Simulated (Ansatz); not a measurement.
# The V2NS2 MXene monolayer under a gate, part 2 of 3

Aim: charge, voltage and capacitance of the V2NS2 MXene monolayer in a field-effect set-up.

Ansatz 0.2.0; plane-wave DFT, PBE-D3(BJ), Ansatz PAW.

So far. Step 2 (Relaxing the slab): The lattice constant a goes from 2.941 to 3.038 Å.

## (3) Gated layer, added electrons 0, start network

The slab is cut off from its images along the normal. A charged sheet stands for each gate, the layer takes the opposite charge, and a barrier ahead of the sheet keeps electrons from leaking to it. The uncharged case sets the zero; a dense mesh is needed because few carriers fill a small part of the zone.

The cell differs from the one that the last finished run ended in (c 42.589 → 41.034 Å).

input.yaml

```yaml
crystal:
  lattice:
    - [3.0384329895, 0.0, 0.0]
    - [-1.5192164947, 2.6313601566, 0.0]
    - [0.0, 0.0, 41.0344506103]
  atoms:
    - { symbol: S, position: [0.3333333333, 0.6666666667, 0.4362188291] }
    - { symbol: V, position: [0.6666666667, 0.3333333333, 0.4746486107] }
    - { symbol: "N", position: [0.0, 0.0, 0.5] }
    - { symbol: V, position: [0.3333333333, 0.6666666667, 0.5253513893] }
    - { symbol: S, position: [0.6666666667, 0.3333333333, 0.5637811709] }
  periodic: [true, true, false]
  symmetry: { detect: true }
kpoints:
  mp_grid: { grid: [42, 42, 1] }
  band_path:
    path: [[0, 0, 0], [0.5, 0, 0], [0.33333333, 0.33333333, 0], [0, 0, 0]]
    npoints: 16
hamiltonian:
  xc: pbe
  dispersion: d3bj
scf:
  occupations: { method: fermi_dirac, width: 0.05 }
  convergence: { dr2_threshold: 1.0e-10 }
output:
  forces: true
  eigenvalues: true
  dos: { projected: true, e_range: [-3, 3], de: 0.01 }
  write_potential: true
  write_density: true
  volumetric_format: npy
  elf: true
external_charges:
  - { charge: 0, barrier: 10, axis: 3, height: 27.634, sigma: 0.25 }
```

Started as:

```sh
> ansatz run input.yaml --threads 4 --pin off --max-ram 12288MiB --backend cpu --events-out ev --progress --plain --runs-dir out
```

Numbers of over 12 decimals in the logs are rounded to 6 here.

Output:

```text
[...]
Crystal: 5 atoms, lattice volume = 328.079 Å³
Basis set: ecut = 420 eV, 6377 PW (Γ), exchange–correlation on 48×48×576 points (8 copies of the dense FFT grid, shifted against one another)
Bands: 27, of which v1, the nominal top of the filled ones, is band 22 counted from 1 (21 counted from 0)
Symmetry: 6 space group operations
k-points: 169 of 1764 (time reversal used)
[...]
SCF iter   1: F=—  HF=-8019.494511 eV  |F-HF|=—  |Δ(HF+E_count)|=         —  Δρ=3.92e-3  dr2=1.11e-1  ethr=1.77e-3  ⟨swp⟩=14.5  Hψ=36580  notcnv=0
[...]
SCF iter   9: F=-8019.486369 eV  HF=-8019.486369 eV  |F-HF|=4.23e-10  |Δ(HF+E_count)|=   5.64e-9  Δρ=6.66e-8  dr2=6.36e-12  ethr=1.00e-12  ⟨swp⟩=15.2  Hψ=41886  notcnv=0
SCF 1 converged in 9 iterations: F = -8019.486369 eV  dr2 = 6.36e-12
[...]
NSCF: frozen V_eff on 49 k-points
[...]
SCF converged after 9 iterations
Free energy (F): -8019.486369 eV
[...]
Internal energy: -8019.465314 eV  (E = F + TS)
E sigma→0 (E₀):  -8019.475841 eV
Entropy (-TS):   -0.021055 eV (-4.211 meV/atom)
Fermi energy:    -5.282661 eV
[...]
--- Forces (eV/Å), atoms and charges each counted from 1 ---
  atom   1  S     -0.00000000     0.00000000    -0.00515227
  atom   2  V      0.00000000    -0.00000000    -0.00554093
  atom   3  N     -0.00000000    -0.00000000     0.00001426
  atom   4  V      0.00000000     0.00000000     0.00548190
  atom   5  S      0.00000000     0.00000000     0.00502622
  external charge   1     0.00000000     0.00000000     0.00017096
  max |Σ_I F_I| component, the external charges' with the atoms': 1.38e-7 eV/Å
--- Band table (eV; the first three rows and the last of 169) ---
  k-point 0: bands = [... 18 lower, -6.5028, -6.5028, -5.8403, -5.0617, -5.0617, -4.7408, -4.7408, -4.3331, ... 1 higher]
  k-point 1: bands = [... 18 lower, -6.5229, -6.5216, -5.8574, -5.0664, -5.0587, -4.7393, -4.7273, -4.3087, ... 1 higher]
  k-point 2: bands = [... 18 lower, -6.5788, -6.5783, -5.9080, -5.0774, -5.0585, -4.7352, -4.6815, -4.2382, ... 1 higher]
  k-point 168: bands = [... 18 lower, -8.6924, -8.6924, -5.3934, -5.3934, -5.2632, -4.0920, -4.0920, -3.7746, ... 1 higher]
```

It took 65 s on 4 threads of Arm Neoverse V1, shared host; peak memory 1.4 GiB; 4.3 min of CPU time.

Numbers from this step:

| Property | Result |
| --- | --- |
| energy at zero smearing | -8019.4758 eV |
| potential beyond the upper barrier and gate, less the barrier, from the Fermi level | 5.282 eV |

Running mean over a fixed 2.7 Å (it still follows the layers) of the planar mean; beyond a gate it holds the 10 eV model barrier. Electron's electrostatic potential energy less the Fermi level against z:

| z (Å) | electron's electrostatic potential energy less the Fermi level (eV) |
| --- | --- |
| 4 | 5.28 |
| 5 | 5.28 |
| 6 | 5.28 |
| 7 | 5.28 |
| 8 | 5.28 |
| 9 | 5.28 |
| 10 | 5.28 |
| 11 | 5.28 |
| 12 | 5.28 |
| 13 | 5.28 |
| 14 | 5.28 |
| 15 | 5.24 |
| 16 | 4.12 |
| 17 | -0.831 |
| 18 | -5.66 |
| 19 | -9.55 |
| 20 | -10.8 |
| 21 | -10.9 |
| 22 | -9.60 |
| 23 | -5.86 |
| 24 | -0.993 |
| 25 | 3.99 |
| 26 | 5.29 |
| 27 | 7.94 |
| 28 | 11.6 |
| 29 | 14.9 |
| 30 | 15.3 |
| 31 | 15.3 |
| 32 | 15.3 |
| 33 | 15.3 |
| 34 | 15.3 |
| 35 | 15.3 |
| 36 | 15.3 |
| 37 | 15.3 |

The density of states has structure finer than the step of the table below, so its rows give means over 0.1 eV, whole bins alone (the curve runs from -3 to 1.62 eV). Peaks (eV: height): -2.20: 7.85, 0.22: 6.70, 0.71: 9.45, 0.92: 25.1, 1.29: 26.8, 1.36: 11.4.

Density of states against energy, zero at the Fermi level; means over each step:

| energy (eV) | density of states (states/eV a cell) |
| --- | --- |
| -2.9 | 4.14 |
| -2.8 | 3.64 |
| -2.7 | 3.33 |
| -2.6 | 3.27 |
| -2.5 | 3.32 |
| -2.4 | 3.60 |
| -2.3 | 4.63 |
| -2.2 | 5.13 |
| -2.1 | 2.61 |
| -2.0 | 2.16 |
| -1.9 | 1.94 |
| -1.8 | 1.90 |
| -1.7 | 2.45 |
| -1.6 | 3.04 |
| -1.5 | 3.32 |
| -1.4 | 2.73 |
| -1.3 | 2.37 |
| -1.2 | 2.03 |
| -1.1 | 2.06 |
| -1.0 | 2.64 |
| -0.9 | 1.82 |
| -0.8 | 1.05 |
| -0.7 | 0.959 |
| -0.6 | 1.10 |
| -0.5 | 1.08 |
| -0.4 | 1.33 |
| -0.3 | 1.82 |
| -0.2 | 2.12 |
| -0.1 | 2.47 |
| 0.0 | 2.67 |
| 0.1 | 2.34 |
| 0.2 | 3.74 |
| 0.3 | 3.23 |
| 0.4 | 3.31 |
| 0.5 | 4.06 |
| 0.6 | 5.38 |
| 0.7 | 8.08 |
| 0.8 | 4.04 |
| 0.9 | 9.29 |
| 1.0 | 5.05 |
| 1.1 | 3.15 |
| 1.2 | 6.60 |
| 1.3 | 11.9 |
| 1.4 | 7.06 |
| 1.5 | 4.60 |

Projected DOS per atom over height of the atomic layer and energy from the Fermi level. Layers: S V N V S from below.

Ten even steps from '_' (0.03 states/eV) to '@' (4.07 states/eV), each cell a mean:
```
..==__==..
..@@__@@..
__--__--__
__##..##__
__**__**__
__==__==__
__--__--__
__::__::__
__::__::__
__..__..__
__________
__________
__..__..__
__..__..__
....__....
....__....
__..__..__
....__....
::::__::::
::..__..::
::..__..::
--..__..--
```
Columns: height of the atomic layer (Å) from 17.9 to 23.1 (not evenly spaced); rows upwards: energy from the Fermi level (eV) from -2.98 to 1.62.

The electronic bands at the labelled points (eV, zero at the Fermi level):

| point | band 18 | band 19 | band 20 | band 21 | band 22 | band 23 | band 24 | band 25 |
| --- | --- | --- | --- | --- | --- | --- | --- | --- |
| Γ | -1.74 | -1.22 | -1.22 | -0.56 | 0.22 | 0.22 | 0.54 | 0.54 |
| halfway | -2.43 | -2.09 | -1.80 | -1.47 | 0.00 | 0.31 | 0.79 | 1.23 |
| M | -2.96 | -2.26 | -2.19 | -1.66 | 0.56 | 0.65 | 1.02 | 1.06 |
| halfway | -3.40 | -3.12 | -2.95 | -1.14 | 0.40 | 0.52 | 0.98 | 1.26 |
| K | -4.43 | -3.41 | -3.41 | -0.11 | -0.11 | 0.02 | 1.19 | 1.19 |
| halfway | -2.86 | -2.40 | -2.37 | -0.94 | -0.61 | 0.72 | 1.09 | 1.21 |
| Γ | -1.74 | -1.22 | -1.22 | -0.56 | 0.22 | 0.22 | 0.54 | 0.54 |

ELF in the ca plane at fractional y = 0.333, with atoms of V and S within 0.2 Å of it. It is the smooth field of the valence electrons, not physical close to the nuclei.

Values, 5 rows by 16 columns, each cell a mean:
```
0.00 0.00 0.00 0.00 0.00 0.02 0.19 0.42 0.35 0.37 0.22 0.39 0.74 0.85 0.43 0.03
0.00 0.00 0.00 0.00 0.00 0.00 0.03 0.13 0.52 0.59 0.16 0.51 0.32 0.87 0.62 0.06
0.00 0.00 0.00 0.00 0.00 0.02 0.20 0.41 0.36 0.37 0.21 0.39 0.72 0.85 0.43 0.03
0.00 0.00 0.00 0.00 0.00 0.11 0.59 0.75 0.37 0.34 0.33 0.18 0.47 0.33 0.07 0.00
0.00 0.00 0.00 0.00 0.00 0.11 0.60 0.76 0.37 0.35 0.34 0.16 0.45 0.31 0.06 0.00
```
Columns run along c (16.0 Å, from fractional 0.26 to 0.65 of the cell), rows up along a (3.0 Å). Atoms in or near the plane, at fractional coordinates: V at (0.47, 0.67), S at (0.56, 0.67).

Valence density in the ca plane at fractional y = 0.333, with atoms of V and S within 0.2 Å of it. It is the smooth field of the valence electrons, not physical close to the nuclei.

Ten steps, logarithmic in the rise over the least value, from '0' (0 e/Å³) to '9' (14 e/Å³), each cell a mean:
```
00000000000000000012222455322222344432100000
00000000000000000001123798632112344443100000
00000000000000000001124899731112343343100000
00000000000000000001123688632112344443100000
00000000000000000012222344322222334432100000
00000000000000000123332222333333222211000000
00000000000000000123333222333333222110000000
00000000000000000122332222333332222221000000
```
Columns run along c (16.0 Å, from fractional 0.26 to 0.65 of the cell), rows up along a (3.0 Å). Atoms in or near the plane, at fractional coordinates: V at (0.47, 0.67), S at (0.56, 0.67).

Electrostatic potential energy in the ca plane at fractional y = 0.333, with atoms of V and S within 0.2 Å of it. With pseudopotentials it is smooth inside the atoms' cores, unlike the true potential.

Ten even steps from '0' (-38 eV) to '9' (1 eV), each cell a mean:
```
99999999999999988874114677777522589999999999
99999999999999998850000478886100068999999999
99999999999999999840120378886001058999999999
99999999999999998851000578886200069999999999
99999999999999988775224777777643689999999999
99999999999999876677777776557888899999999999
99999999999999865678888765346888999999999999
99999999999999876777767776557778899999999999
```
Columns run along c (16.0 Å, from fractional 0.29 to 0.68 of the cell; values clipped at the 3rd and 97th percentile), rows up along a (3.0 Å). Atoms in or near the plane, at fractional coordinates: V at (0.47, 0.67), S at (0.56, 0.67).

There is no gap.

## (4) Gated layer, added electrons 3×10¹³ per cm²

Edit input.yaml of step 3 so:

```diff
@@ -13,2 +13,3 @@
   symmetry: { detect: true }
+total_charge: -0.023986
 kpoints:
@@ -27,3 +28,2 @@
   eigenvalues: true
-  dos: { projected: true, e_range: [-3, 3], de: 0.01 }
   write_potential: true
@@ -31,4 +31,4 @@
   volumetric_format: npy
-  elf: true
 external_charges:
   - { charge: 0, barrier: 10, axis: 3, height: 27.634, sigma: 0.25 }
+  - { charge: 0.023986, axis: 3, height: 29.134, sigma: 0.5 }
```

Output:

```text
[...]
Crystal: 5 atoms, lattice volume = 328.079 Å³
Basis set: ecut = 420 eV, 6377 PW (Γ), exchange–correlation on 48×48×576 points (8 copies of the dense FFT grid, shifted against one another)
Bands: 27, of which v1, the nominal top of the filled ones, is band 22 counted from 1 (21 counted from 0)
Symmetry: 6 space group operations
k-points: 169 of 1764 (time reversal used)
[...]
SCF iter   1: F=—  HF=-8022.446830 eV  |F-HF|=—  |Δ(HF+E_count)|=         —  Δρ=4.98e-2  dr2=1.37e1  ethr=3.10e-3  ⟨swp⟩=14.8  Hψ=38085  notcnv=0
[...]
SCF iter  12: F=-8019.582506 eV  HF=-8019.582506 eV  |F-HF|=2.04e-10  |Δ(HF+E_count)|=   6.73e-9  Δρ=3.83e-8  dr2=3.43e-12  ethr=1.00e-12  ⟨swp⟩=14.7  Hψ=42486  notcnv=0
SCF 1 converged in 12 iterations: F = -8019.582506 eV  dr2 = 3.43e-12
[...]
SCF converged after 12 iterations
Free energy (F): -8019.582506 eV
[...]
Internal energy: -8019.561345 eV  (E = F + TS)
E sigma→0 (E₀):  -8019.571926 eV
Entropy (-TS):   -0.021161 eV (-4.232 meV/atom)
Fermi energy:    -3.934077 eV
[...]
--- Forces (eV/Å), atoms and charges each counted from 1 ---
  atom   1  S      0.00000000     0.00000000    -0.00001836
  atom   2  V      0.00000000     0.00000000     0.00455211
  atom   3  N      0.00000000    -0.00000000     0.00345705
  atom   4  V     -0.00000000     0.00000000    -0.00912171
  atom   5  S      0.00000000     0.00000000     0.00732096
  external charge   1     0.00000000     0.00000000     0.00032083
  external charge   2     0.00000000     0.00000000    -0.00651017
  max |Σ_I F_I| component, the external charges' with the atoms': 7.01e-7 eV/Å
--- Band table (eV; the first three rows and the last of 169) ---
  k-point 0: bands = [... 18 lower, -5.1600, -5.1600, -4.5053, -3.7284, -3.7284, -3.3975, -3.3975, -2.9921, ... 1 higher]
  k-point 1: bands = [... 18 lower, -5.1802, -5.1791, -4.5223, -3.7331, -3.7251, -3.3961, -3.3841, -2.9676, ... 1 higher]
  k-point 2: bands = [... 18 lower, -5.2374, -5.2357, -4.5728, -3.7442, -3.7240, -3.3921, -3.3390, -2.8968, ... 1 higher]
  k-point 168: bands = [... 18 lower, -7.4026, -7.3449, -4.0581, -4.0507, -3.9263, -2.7514, -2.7494, -2.4406, ... 1 higher]
```

Elapsed: 74 s, on 4 threads; peak memory 1.4 GiB.

Numbers from this step:

| Property | Result |
| --- | --- |
| energy at zero smearing | -8019.5719 eV |
| potential beyond the upper barrier and gate, less the barrier, from the Fermi level | 2.587 eV |

Electronic bands along the path, in eV, zero at the Fermi level:

| point | band 18 | band 19 | band 20 | band 21 | band 22 | band 23 | band 24 | band 25 |
| --- | --- | --- | --- | --- | --- | --- | --- | --- |
| Γ | -1.75 | -1.23 | -1.23 | -0.57 | 0.21 | 0.21 | 0.54 | 0.54 |
| halfway | -2.46 | -2.11 | -1.82 | -1.48 | -0.01 | 0.29 | 0.78 | 1.21 |
| M | -2.99 | -2.28 | -2.20 | -1.67 | 0.55 | 0.64 | 1.01 | 1.05 |
| halfway | -3.42 | -3.15 | -2.98 | -1.15 | 0.40 | 0.51 | 0.98 | 1.25 |
| K | -4.43 | -3.47 | -3.41 | -0.12 | -0.12 | 0.01 | 1.18 | 1.18 |
| halfway | -2.89 | -2.43 | -2.38 | -0.95 | -0.62 | 0.71 | 1.07 | 1.20 |
| Γ | -1.75 | -1.23 | -1.23 | -0.57 | 0.21 | 0.21 | 0.54 | 0.54 |

Against the uncharged case this takes +2.70 V.

## (5) Gated layer, added electrons -3×10¹³ per cm²

Edit input.yaml of step 4 so:

```diff
@@ -13,3 +13,3 @@
   symmetry: { detect: true }
-total_charge: -0.023986
+total_charge: 0.023986
 kpoints:
@@ -33,2 +33,2 @@
   - { charge: 0, barrier: 10, axis: 3, height: 27.634, sigma: 0.25 }
-  - { charge: 0.023986, axis: 3, height: 29.134, sigma: 0.5 }
+  - { charge: -0.023986, axis: 3, height: 29.134, sigma: 0.5 }
```

Output:

```text
[...]
Crystal: 5 atoms, lattice volume = 328.079 Å³
Basis set: ecut = 420 eV, 6377 PW (Γ), exchange–correlation on 48×48×576 points (8 copies of the dense FFT grid, shifted against one another)
Bands: 27, of which v1, the nominal top of the filled ones, is band 21 counted from 1 (20 counted from 0)
Symmetry: 6 space group operations
k-points: 169 of 1764 (time reversal used)
[...]
--- Band table (eV; the first three rows and the last of 169) ---
  k-point 0: bands = [... 17 lower, -8.3751, -7.8598, -7.8598, -7.1897, -6.4092, -6.4092, -6.0983, -6.0983, ... 2 higher]
  k-point 1: bands = [... 17 lower, -8.3713, -7.8799, -7.8783, -7.2067, -6.4139, -6.4065, -6.0968, -6.0845, ... 2 higher]
  k-point 2: bands = [... 17 lower, -8.3607, -7.9350, -7.9342, -7.2574, -6.4250, -6.4072, -6.0925, -6.0382, ... 2 higher]
  k-point 168: bands = [... 17 lower, -11.0315, -10.0541, -9.9960, -6.7502, -6.7427, -6.6144, -5.4488, -5.4467, ... 2 higher]
[key lines of the parts left out:]
SCF converged after 12 iterations
Free energy (F): -8019.328903 eV
Fermi energy:    -6.645501 eV
```

Elapsed: 76 s, on 4 threads; peak memory 1.4 GiB.

Electronic bands along the path, in eV, zero at the Fermi level:

| point | band 18 | band 19 | band 20 | band 21 | band 22 | band 23 | band 24 | band 25 |
| --- | --- | --- | --- | --- | --- | --- | --- | --- |
| Γ | -1.73 | -1.21 | -1.21 | -0.54 | 0.24 | 0.24 | 0.55 | 0.55 |
| halfway | -2.39 | -2.08 | -1.79 | -1.46 | 0.00 | 0.32 | 0.79 | 1.25 |
| M | -2.93 | -2.24 | -2.17 | -1.64 | 0.56 | 0.65 | 1.02 | 1.07 |
| halfway | -3.38 | -3.10 | -2.92 | -1.12 | 0.41 | 0.53 | 0.99 | 1.27 |
| K | -4.39 | -3.41 | -3.35 | -0.10 | -0.10 | 0.03 | 1.20 | 1.20 |
| halfway | -2.84 | -2.39 | -2.34 | -0.92 | -0.60 | 0.73 | 1.10 | 1.22 |
| Γ | -1.73 | -1.21 | -1.21 | -0.54 | 0.24 | 0.24 | 0.55 | 0.55 |

Against the uncharged case this takes -2.72 V.

## (6) Gated layer, added electrons 8×10¹³ per cm²

Edit input.yaml of step 5 so:

```diff
@@ -13,3 +13,3 @@
   symmetry: { detect: true }
-total_charge: 0.023986
+total_charge: -0.063962
 kpoints:
@@ -33,2 +33,2 @@
   - { charge: 0, barrier: 10, axis: 3, height: 27.634, sigma: 0.25 }
-  - { charge: -0.023986, axis: 3, height: 29.134, sigma: 0.5 }
+  - { charge: 0.063962, axis: 3, height: 29.134, sigma: 0.5 }
```

Output:

```text
[...]
Crystal: 5 atoms, lattice volume = 328.079 Å³
Basis set: ecut = 420 eV, 6377 PW (Γ), exchange–correlation on 48×48×576 points (8 copies of the dense FFT grid, shifted against one another)
Bands: 27, of which v1, the nominal top of the filled ones, is band 22 counted from 1 (21 counted from 0)
Symmetry: 6 space group operations
k-points: 169 of 1764 (time reversal used)
[...]
--- Band table (eV; the first three rows and the last of 169) ---
  k-point 0: bands = [... 18 lower, -2.9666, -2.9666, -2.3263, -1.5508, -1.5508, -1.2033, -1.2033, -0.8033, ... 1 higher]
  k-point 1: bands = [... 18 lower, -2.9870, -2.9863, -2.3430, -1.5557, -1.5470, -1.2019, -1.1902, -0.7785, ... 1 higher]
  k-point 2: bands = [... 18 lower, -3.0466, -3.0428, -2.3927, -1.5674, -1.5445, -1.1983, -1.1461, -0.7070, ... 1 higher]
  k-point 168: bands = [... 18 lower, -5.2955, -5.1442, -1.8768, -1.8576, -1.7429, -0.5614, -0.5563, -0.2621, ... 1 higher]
[key lines of the parts left out:]
SCF converged after 12 iterations
Free energy (F): -8019.608690 eV
Fermi energy:    -1.731526 eV
```

Run time: 73 s. Hardware: 4 threads; peak memory 1.4 GiB.

The electronic bands at the labelled points (eV, zero at the Fermi level):

| point | band 18 | band 19 | band 20 | band 21 | band 22 | band 23 | band 24 | band 25 |
| --- | --- | --- | --- | --- | --- | --- | --- | --- |
| Γ | -1.76 | -1.24 | -1.24 | -0.59 | 0.18 | 0.18 | 0.53 | 0.53 |
| halfway | -2.51 | -2.12 | -1.84 | -1.50 | -0.02 | 0.27 | 0.77 | 1.18 |
| M | -3.05 | -2.31 | -2.23 | -1.69 | 0.55 | 0.63 | 1.01 | 1.04 |
| halfway | -3.46 | -3.21 | -3.00 | -1.18 | 0.39 | 0.50 | 0.96 | 1.24 |
| K | -4.43 | -3.56 | -3.41 | -0.15 | -0.13 | -0.01 | 1.17 | 1.18 |
| halfway | -2.92 | -2.48 | -2.38 | -0.98 | -0.63 | 0.69 | 1.05 | 1.19 |
| Γ | -1.76 | -1.24 | -1.24 | -0.59 | 0.18 | 0.18 | 0.53 | 0.53 |

Against the uncharged case this takes +7.10 V.

## (7) Gated layer, added electrons -8×10¹³ per cm²

Edit input.yaml of step 6 so:

```diff
@@ -13,3 +13,3 @@
   symmetry: { detect: true }
-total_charge: -0.063962
+total_charge: 0.063962
 kpoints:
@@ -33,2 +33,2 @@
   - { charge: 0, barrier: 10, axis: 3, height: 27.634, sigma: 0.25 }
-  - { charge: 0.063962, axis: 3, height: 29.134, sigma: 0.5 }
+  - { charge: -0.063962, axis: 3, height: 29.134, sigma: 0.5 }
```

Output:

```text
[...]
Crystal: 5 atoms, lattice volume = 328.079 Å³
Basis set: ecut = 420 eV, 6377 PW (Γ), exchange–correlation on 48×48×576 points (8 copies of the dense FFT grid, shifted against one another)
Bands: 27, of which v1, the nominal top of the filled ones, is band 21 counted from 1 (20 counted from 0)
Symmetry: 6 space group operations
k-points: 169 of 1764 (time reversal used)
[...]
k-point 0: bands = [... 17 lower, -10.6580, -10.1462, -10.1462, -9.4632, -8.6797, -8.6797, -8.3852, -8.3852, ... 2 higher]
  k-point 1: bands = [... 17 lower, -10.6541, -10.1660, -10.1640, -9.4801, -8.6845, -8.6775, -8.3836, -8.3711, ... 2 higher]
  k-point 2: bands = [... 17 lower, -10.6432, -10.2207, -10.2179, -9.5305, -8.6959, -8.6798, -8.3790, -8.3236, ... 2 higher]
  k-point 168: bands = [... 17 lower, -13.2539, -12.3482, -12.1930, -9.0362, -9.0159, -8.8912, -7.7345, -7.7287, ... 2 higher]
[key lines of the parts left out:]
SCF converged after 11 iterations
Free energy (F): -8018.928565 eV
Fermi energy:    -8.941563 eV
```

Elapsed: 76 s, on 4 threads; peak memory 1.4 GiB; 5 min of CPU time.

The electronic bands at the labelled points (eV, zero at the Fermi level):

| point | band 18 | band 19 | band 20 | band 21 | band 22 | band 23 | band 24 | band 25 |
| --- | --- | --- | --- | --- | --- | --- | --- | --- |
| Γ | -1.72 | -1.20 | -1.20 | -0.52 | 0.26 | 0.26 | 0.56 | 0.56 |
| halfway | -2.33 | -2.07 | -1.76 | -1.43 | 0.01 | 0.34 | 0.80 | 1.28 |
| M | -2.87 | -2.19 | -2.15 | -1.61 | 0.57 | 0.66 | 1.03 | 1.08 |
| halfway | -3.34 | -3.08 | -2.85 | -1.09 | 0.42 | 0.54 | 1.00 | 1.28 |
| K | -4.31 | -3.41 | -3.25 | -0.09 | -0.07 | 0.05 | 1.21 | 1.21 |
| halfway | -2.79 | -2.38 | -2.28 | -0.89 | -0.59 | 0.75 | 1.11 | 1.24 |
| Γ | -1.72 | -1.20 | -1.20 | -0.52 | 0.26 | 0.26 | 0.56 | 0.56 |

Against the uncharged case this takes -7.31 V.

[end of part 2 of 3]

[Logs are printed without paths, hosts, clocks, repeated set-up lines and the standing remarks that a program may print on its own settings, such as how far it seeks lower states.]

[Hosts, paths, dates, database ids (printed as entryN), source tags and the programs' standing remarks are cut or masked in the printed files.]

[Maps of the electrostatic potential energy from Ansatz leave out the sawtooth potential of an applied field or a dipole correction, so their vacuum need not be flat; planar profiles and work functions include it.]

[The density of states shown here was stored with 400 of the rows of the run's finer table, so its peaks can read low, often by over a quarter, or be missed, and its means over a window can be off by a tenth or more.]
